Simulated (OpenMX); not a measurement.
InAs:

```
In As
1.0
     0.00000    3.01800    3.01800
     3.01800    0.00000    3.01800
     3.01800    3.01800    0.00000
In As
1 1
Direct
  0.00000 0.00000 0.00000
  0.75000 0.75000 0.75000
```

Base run:

- Program: OpenMX 3.8.5
- Functional: PBE
- Potentials or basis: OpenMX 2013 PBE set, In7.0-s3p2d2f1, As7.0-s3p2d2f1, grid cutoff 500 Ry
- k mesh: 9 × 9 × 9
- Occupations: fermi-dirac, width 0.05 eV
- Spin: no spin polarisation

Its results: pressure 5.7 GPa.

Problem. The run is repeated on the same cell with these changes: functional from PBE to LDA; potentials or basis from OpenMX 2013 PBE set, In7.0-s3p2d2f1, As7.0-s3p2d2f1, grid cutoff 500 Ry to OpenMX 2013 LDA set, In7.0-s3p2d2, As7.0-s3p2d2, grid cutoff 500 Ry. What comes out?

Solution. Pressure 2.1 GPa.

Caveats: the basis of atomic orbitals isn't converged, which shifts pressures, moduli and gaps.

Not every run made on this cell is shown here.
